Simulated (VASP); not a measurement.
# W2C3 (Cmmm) in VASP: further runs

One crystal, W2C3, is run at these levels: PBE; tasks: relaxation of cell and atoms.

Program: VASP 6.6.1. These are calculated values, not measurements. Logs are shortened: lines on timing, memory, paths and dates and some standing lists are left out, and cuts for length are marked.

## Step 1: The crystal as given

It takes space group Cmmm (No. 65, orthorhombic). The conventional cell has a = 5.520 Å, b = 6.378 Å, c = 3.044 Å, α = 90.00°, β = 90.00°, γ = 90.00°. W (site symmetry 2/m) has 6 C at 2.11 to 2.23 Å as nearest neighbours. Around C (site symmetry m2m) lie 1 C at 1.43 Å. Around C (site symmetry mmm) lie 4 W at 2.11 Å.

The cell was built by a generator and needn't be a form met in nature.

## Step 2: Relaxation of cell and atoms, PBE

File INCAR:

```
PREC = Accurate
ENCUT = 520
EDIFF = 1E-6
ISMEAR = 0
SIGMA = 0.1
LREAL = False
LASPH = True
NELM = 120
ALGO = Normal
ISIF = 3
LWAVE = False
LCHARG = False
GGA = PE
IBRION = 2
NSW = 90
EDIFFG = -0.01
KPAR = 4
```

File KPOINTS:

```
regular mesh
0
Gamma
  8 8 10
```

File POSCAR:

```
W2C3
1.0
    2.7600000000     -3.1890000000      0.0000000000
    2.7600000000      3.1890000000      0.0000000000
    0.0000000000      0.0000000000      3.0440000000
W C
2 3
Direct
    0.5000000000      0.0000000000      0.5000000000
    0.0000000000      0.5000000000      0.5000000000
    0.6124960800      0.3875039200      0.0000000000
    0.3875039200      0.6124960800      0.0000000000
    0.0000000000      0.0000000000      0.5000000000
```

Potentials or basis: VASP PAW PBE potentials, release 64 (W_sv, C).

On the command line:

```sh
cat potpaw_PBE.64/W_sv/POTCAR potpaw_PBE.64/C/POTCAR > POTCAR
mpirun -np 4 vasp_std > vasp.out
```

OUTCAR:

```text
PREC = Accurate
   ENCUT = 520
   EDIFF = 1E-6
   ISMEAR = 0
   LREAL = False
   LASPH = True
   NELM = 120
   ISIF = 3
   GGA = PE
   IBRION = 2
   NSW = 90
   EDIFFG = -0.01

 ion  position               nearest neighbor table
   1  0.500  0.000  0.500-   5 2.11   5 2.11   3 2.23   3 2.23   4 2.23   4 2.23   2 2.76   2 2.76
                             2 3.19   2 3.19
   2  0.000  0.500  0.500-   5 2.11   5 2.11   3 2.23   3 2.23   4 2.23   4 2.23   1 2.76   1 2.76
                             1 3.19   1 3.19
   3  0.612  0.388  0.000-   4 1.43   2 2.23   1 2.23   1 2.23   2 2.23
   4  0.388  0.612  0.000-   3 1.43   2 2.23   1 2.23   1 2.23   2 2.23
   5  0.000  0.000  0.500-   1 2.11   2 2.11   2 2.11   1 2.11

  LATTYP: Found a base centered orthorhombic cell.
 ALAT       =     5.5200000000
 B/A-ratio  =     1.1554347826
 C/A-ratio  =     0.5514492754

  Lattice vectors:

 A1 = (   2.7600000000,  -3.1890000000,   0.0000000000)
 A2 = (   2.7600000000,   3.1890000000,   0.0000000000)
 A3 = (   0.0000000000,   0.0000000000,   3.0440000000)

Analysis of symmetry for initial positions (statically):
=====================================================================
 Subroutine PRICEL returns:
 Original cell was already a primitive cell.

 Routine SETGRP: Setting up the symmetry group for a
 base centered orthorhombic supercell.

 Subroutine GETGRP returns: Found  8 space group operations
 (whereof  8 operations were pure point group operations)
 out of a pool of  8 trial point group operations.

The static configuration has the point symmetry D_2h.

Analysis of symmetry for dynamics (positions and initial velocities):
=====================================================================
 Subroutine PRICEL returns:
 Original cell was already a primitive cell.

 Routine SETGRP: Setting up the symmetry group for a
 base centered orthorhombic supercell.

 Subroutine GETGRP returns: Found  8 space group operations
 (whereof  8 operations were pure point group operations)
 out of a pool of  8 trial point group operations.

The dynamic configuration has the point symmetry D_2h.

 Subroutine INISYM returns: Found  8 space group operations
 (whereof  8 operations are pure point group operations),
 and found     1 'primitive' translations

----------------------------------------------------------------------------------------

                                     Primitive cell

  volume of cell :      53.5844

  direct lattice vectors                    reciprocal lattice vectors
     2.760000000 -3.189000000  0.000000000     0.181159420 -0.156788962  0.000000000
     2.760000000  3.189000000  0.000000000     0.181159420  0.156788962  0.000000000
     0.000000000  0.000000000  3.044000000     0.000000000  0.000000000  0.328515112

  length of vectors
     4.217501749  4.217501749  3.044000000     0.239586131  0.239586131  0.328515112

  position of ions in fractional coordinates (direct lattice)
     0.500000000  0.000000000  0.500000000
     0.000000000  0.500000000  0.500000000
     0.612496080  0.387503920  0.000000000
     0.387503920  0.612496080  0.000000000
     0.000000000  0.000000000  0.500000000

  ion indices of the primitive-cell ions
   primitive index   ion index
                 1           1
                 2           2
                 3           3
                 4           4
                 5           5

----------------------------------------------------------------------------------------

 KPOINTS: regular mesh

Automatic generation of k-mesh.
 Grid dimensions read from file:
 generate k-points for:    8    8   10

 Generating k-lattice:

  Cartesian coordinates                     Fractional coordinates (reciprocal lattice)
     0.022644928 -0.019598620  0.000000000     0.125000000  0.000000000  0.000000000
     0.022644928  0.019598620  0.000000000     0.000000000  0.125000000  0.000000000
     0.000000000  0.000000000  0.032851511     0.000000000  0.000000000  0.100000000

  Length of vectors
     0.029948266  0.029948266  0.032851511

  Shift w.r.t. Gamma in fractional coordinates (k-lattice)
     0.000000000  0.000000000  0.000000000

 Subroutine IBZKPT returns following result:
 ===========================================

 Found    126 irreducible k-points:

 Following reciprocal coordinates:
            Coordinates               Weight
  0.000000  0.000000  0.000000      1.000000
  0.125000 -0.000000  0.000000      4.000000
  0.250000 -0.000000  0.000000      4.000000
  0.375000 -0.000000  0.000000      4.000000
  0.500000 -0.000000  0.000000      2.000000
  0.125000  0.125000  0.000000      2.000000
[... 16 lines left out ...]
  0.125000 -0.000000  0.100000      8.000000
  0.250000 -0.000000  0.100000      8.000000
 [... further k-points ...]
   k-points           NKPTS =    126   k-points in BZ     NKDIM =    126   number of bands    NBANDS=     24
   number of dos      NEDOS =    301   number of ions     NIONS =      5
   total plane-waves  NPLWV =  24576
   dimension x,y,z NGX =    32 NGY =   32 NGZ =   24
   dimension x,y,z NGXF=    64 NGYF=   64 NGZF=   48
   ions per type =               2   3
   NGX,Y,Z   is equivalent  to a cutoff of  12.61, 12.61, 13.11 a.u.
   NGXF,Y,Z  is equivalent  to a cutoff of  25.23, 25.23, 26.21 a.u.
 SYSTEM =  unknown system
   PREC   = accura    normal or accurate (medium, high low for compatibility)
   ISTART =      0    job   : 0-new  1-cont  2-samecut
   ICHARG =      2    charge: 1-file 2-atom 10-const
   ISPIN  =      1    spin polarized calculation?
   LNONCOLLINEAR =      F non collinear calculations
   LSORBIT =      F    spin-orbit coupling
   LASPH  =      T    aspherical Exc in radial PAW
   ENCUT  =  520.0 eV  38.22 Ry    6.18 a.u.   7.84  7.84  5.66*2*pi/ulx,y,z
   NELM   =    120;   NELMIN=  2; NELMDL= -5     # of ELM steps
   EDIFF  = 0.1E-05   stopping-criterion for ELM
   LREAL  =      F    real-space projection
   EDIFFG = -.1E-01   stopping-criterion for IOM
   NSW    =     90    number of steps for IOM
   IBRION =      2    ionic relax: 0-MD 1-quasi-New 2-CG
   NFREE  =      1    steps in history (QN), initial steepest desc. (CG)
   ISIF   =      3    stress and relaxation
   ISYM   =      2    0-nonsym 1-usesym 2-fastsym
   POTIM  = 0.5000    time-step for ionic-motion
   TEBEG  =    0.0;   TEEND  =   0.0 temperature during run
   PSTRESS=    0.0 pullay stress
   NELECT =      40.0000    total number of electrons
   NUPDOWN=      -1.0000    fix difference up-down
   EMIN   =  10.00;   EMAX   =-10.00  energy-range for DOS
   EFERMI =   0.00;   METHOD = LEGACY
   ISMEAR =     0;   SIGMA  =   0.10  broadening in eV -4-tet -1-fermi 0-gaus
   EFERMI_NEDOS =   21; number of points for ismear=-14 and -15
   IALGO  =     38    algorithm
   IMIX   =      4    mixing-type and parameters
     AMIX     =   0.40;   BMIX     =  1.00
     AMIX_MAG =   1.60;   BMIX_MAG =  1.00
  volume/ion in A,a.u.               =      10.72        72.32
  Fermi-wavevector in a.u.,A,eV,Ry     =   1.485076  2.806387 30.006988  2.205451
  Thomas-Fermi vector in A             =   2.598533
   LORBIT       =      0    0 simple, 1 ext, 2 COOP (PROOUT), +10 PAW based schemes
   GGA     = PE    functional components
   LHFCALC =     F    Hartree Fock is set to
   AEXX    =    0.0000 exact exchange contribution
   IVDW    =     0    specifies the selected vdW correction
   LEPSILON=     F    determine dielectric tensor
   LRPA    =     F    only Hartree local field effects (RPA)
 conjugate gradient relaxation of ions
 non-spin polarized calculation
 Gauss-broadening in eV      SIGMA  =   0.10
  energy-cutoff  :      520.00
  volume of cell :       53.58
 maximum number of plane-waves:      1472
   NGX = 15   NGY = 15   NGZ = 11

--------------------------------------- Ionic step        1  -------------------------------------------

 number of electron      40.0000002 magnetization

 Free energy of the ion-electron system (eV)
  ---------------------------------------------------
  ext. energy  EPLUGINS =         0.00000000
  ---------------------------------------------------
  free energy    TOTEN  =       -50.35686140 eV

  energy without entropy =      -50.33992324  energy(sigma->0) =      -50.34839232

------------------------ aborting loop because EDIFF is reached ----------------------------------------

  FORCE on cell =-STRESS in cart. coord.  units (eV):
  Direction    XX          YY          ZZ          XY          YZ          ZX
  --------------------------------------------------------------------------------------
  -------------------------------------------------------------------------------------
  Total        3.8382003      0.6257703     -1.3392168      0.0000000      0.0000000      0.0000000
  in kB      114.7624923     18.7105817    -40.0426886      0.0000000      0.0000000      0.0000000
  external PRESSURE =      31.1434618 kB  Pullay stress =       0.0000000 kB
[... 98 lines left out ...]
  FREE ENERGIE OF THE ION-ELECTRON SYSTEM (eV)
  ---------------------------------------------------
  free  energy   TOTEN  =       -50.4009312227 eV

  energy  without entropy=      -50.3856917572  energy(sigma->0) =      -50.39331149

[... ionic steps 4 to 9 ...]

--------------------------------------- Ionic step       10  -------------------------------------------

 number of electron      39.9999997 magnetization

------------------------ aborting loop because EDIFF is reached ----------------------------------------
[... 73 lines left out ...]
--------------------------------------- Ionic step       12  -------------------------------------------

 number of electron      39.9999997 magnetization

 Free energy of the ion-electron system (eV)
  ---------------------------------------------------
  ext. energy  EPLUGINS =         0.00000000
  ---------------------------------------------------
  free energy    TOTEN  =       -50.42860741 eV

  energy without entropy =      -50.41589584  energy(sigma->0) =      -50.42225162

 E-fermi :   9.2750     XC(G=0): -12.9418

 val. band max:        9.2697942197   @ k =  -0.3750   0.3750   0.5000
 cond. band min:       9.2763082098   @ k =   0.5000   0.3750   0.1000
 fundamental gap:      0.0065139901
 Fermi energy:         9.2749768530

 k-point     1 :       0.0000    0.0000    0.0000
  band No.  band energies     occupation
      1     -64.9593      2.00000
      2     -64.9116      2.00000
      3     -29.5389      2.00000
      4     -29.2880      2.00000
      5     -29.0889      2.00000
      6     -29.0249      2.00000
[... 637 lines left out ...]
     23      11.0682      0.00000
     24      12.3199      0.00000

 [... further k-points ...]

------------------------ aborting loop because EDIFF is reached ----------------------------------------

  FORCE on cell =-STRESS in cart. coord.  units (eV):
  Direction    XX          YY          ZZ          XY          YZ          ZX
  --------------------------------------------------------------------------------------
  -------------------------------------------------------------------------------------
  Total        0.0032825     -0.0289196     -0.0095924      0.0000000      0.0000000      0.0000000
  in kB        0.0981729     -0.8649329     -0.2868905      0.0000000      0.0000000      0.0000000
  external PRESSURE =      -0.3512168 kB  Pullay stress =       0.0000000 kB
[... 20 lines left out ...]
  FREE ENERGIE OF THE ION-ELECTRON SYSTEM (eV)
  ---------------------------------------------------
  free  energy   TOTEN  =       -50.4286074055 eV

  energy  without entropy=      -50.4158958384  energy(sigma->0) =      -50.42225162

 reached required accuracy - stopping structural energy minimisation
```

Run time: 2.8 min. Hardware: 4 MPI ranks of Intel Xeon Platinum 8488C (Sapphire Rapids), shared host; peak memory 0.27 GiB.

Results:

```yaml
Free_energy: -50.4286 eV
Relaxed_volume: 10.71 Å³/atom
Relaxed_cell: a = 4.238 Å, b = 4.238 Å, c = 2.996 Å, α = 90.00°, β = 90.00°, γ = 95.40°
Space_group_after_relaxing_to_0.05_Å: Cmmm (No. 65)
Energy_gained_by_relaxing: 14.3 meV/atom
Ionic_steps: 12
Pressure_after_relaxing: 0.0 GPa
Largest_force_after_relaxing: 0.005 eV/Å
Band_gap_on_the_k_mesh: none (metal or under the smearing width)
```

Forces in eV/Å, atoms in the order of the input:
```
W    0.000  0.000  0.000
W    0.000  0.000  0.000
C    0.000  0.005  0.000
C    0.000 -0.005  0.000
C    0.000  0.000  0.000
```

Step by step:
```csv
step,energy change (eV),largest force (eV/Å),pressure (GPa),volume (Å³)
1,0.0000,0.0687,3.11,53.58
2,-0.0136,0.2731,-9.02,55.18
3,-0.0441,0.1050,-3.85,54.46
4,-0.0600,0.4871,1.82,53.23
5,-0.0655,0.2679,-0.12,53.63
6,-0.0700,0.1483,0.66,53.44
7,-0.0700,0.1315,0.62,53.45
8,-0.0712,0.0667,-0.20,53.61
9,-0.0717,0.0037,0.07,53.56
10,-0.0717,0.0064,0.09,53.55
11,-0.0717,0.0027,-0.12,53.58
12,-0.0717,0.0045,-0.04,53.57
```

Final structure:
```yaml
crystal:
  lattice:
    - [2.85207, -3.13431, 0.00000]
    - [2.85207, 3.13431, 0.00000]
    - [0.00000, 0.00000, 2.99631]
  atoms:
    - { symbol: W, position: [0.50000, 0.00000, 0.50000] }
    - { symbol: W, position: [0.00000, 0.50000, 0.50000] }
    - { symbol: C, position: [0.61409, 0.38591, 0.00000] }
    - { symbol: C, position: [0.38591, 0.61409, 0.00000] }
    - { symbol: C, position: [0.00000, 0.00000, 0.50000] }
```

Spin-orbit coupling is left out, which matters for the levels of W.

## Step 3: Relaxation of cell and atoms, PBE

Changes to INCAR since step 2:

```diff
@@ -2,3 +2,3 @@
 ENCUT = 520
-EDIFF = 1E-6
+EDIFF = 1E-7
 ISMEAR = 0
@@ -14,4 +14,5 @@
 IBRION = 2
-NSW = 90
-EDIFFG = -0.01
+NSW = 60
+EDIFFG = -0.005
+POTIM = 0.3
 KPAR = 4
```

KPOINTS is that of step 2.

File POSCAR:

```
W2C3                                    
1.0
    2.8520722020     -3.1343138862      0.0000000000
    2.8520722020      3.1343138862      0.0000000000
    0.0000000000      0.0000000000      2.9963106967
  W               C             
     2     3
Direct
     0.5000000000000000    0.0000000000000000    0.5000000000000000
     0.0000000000000000    0.5000000000000000    0.5000000000000000
     0.6140918148931968    0.3859081851068032    0.0000000000000000
     0.3859081851068032    0.6140918148931968    0.0000000000000000
     0.0000000000000000    0.0000000000000000    0.5000000000000000
```

Potentials or basis: VASP PAW PBE potentials, release 64 (W_sv, C).

On the command line:

```sh
cat potpaw_PBE.64/W_sv/POTCAR potpaw_PBE.64/C/POTCAR > POTCAR
mpirun -np 4 vasp_std > vasp.out
```

Run time: 42 s. Hardware: 4 MPI ranks of Intel Xeon Platinum 8488C (Sapphire Rapids), shared host; peak memory 0.25 GiB.

The run converged. Its results:

```yaml
Free_energy: -50.4286 eV
Pressure_after_relaxing: 0.0 GPa
Largest_force_after_relaxing: 0.005 eV/Å
Band_gap_on_the_k_mesh: none (metal or under the smearing width)
```

Forces in eV/Å, atoms in the order of the input:
```
W    0.000  0.000  0.000
W    0.000  0.000  0.000
C    0.000  0.005  0.000
C    0.000 -0.005  0.000
C    0.000  0.000  0.000
```

Stress tensor (GPa, compression positive):
```
 0.04  0.00  0.00
 0.00 -0.07  0.00
 0.00  0.00 -0.02
```

Final structure:
```
W C
1.0
     2.85207   -3.13431    0.00000
     2.85207    3.13431    0.00000
     0.00000    0.00000    2.99631
W C
2 3
Direct
  0.50000 0.00000 0.50000
  0.00000 0.50000 0.50000
  0.61409 0.38591 0.00000
  0.38591 0.61409 0.00000
  0.00000 0.00000 0.50000
```

Levels at points of the mesh, in eV from the Fermi level:
| k point | band 16 | band 17 | band 18 | band 19 | band 20 | band 21 | band 22 | band 23 | band 24 |
| --- | --- | --- | --- | --- | --- | --- | --- | --- | --- |
| (0.00, 0.00, 0.00) | -2.90 | -2.27 | -1.22 | -0.97 | -0.75 | 0.55 | 1.35 | 1.51 | 1.58 |
| (0.50, 0.00, 0.00) | -3.77 | -1.82 | -1.44 | -1.00 | -0.61 | 0.62 | 1.04 | 1.22 | 3.35 |
| (0.50, 0.50, 0.00) | -3.11 | -2.63 | -2.07 | -1.15 | 2.10 | 2.26 | 2.35 | 2.63 | 2.70 |
| (0.00, 0.00, 0.50) | -1.36 | -1.28 | -1.00 | -0.82 | -0.81 | 0.47 | 1.26 | 2.00 | 3.31 |
| (0.50, 0.00, 0.50) | -3.21 | -2.88 | -2.60 | -1.74 | -0.39 | -0.17 | 2.58 | 3.30 | 3.81 |
| (0.50, 0.50, 0.50) | -4.26 | -4.17 | -3.33 | -2.90 | -0.33 | 0.65 | 2.85 | 3.90 | 4.13 |

Caveat: the relaxation stopped at its first step, so nothing moved. Spin-orbit coupling is left out, which matters for the levels of W.
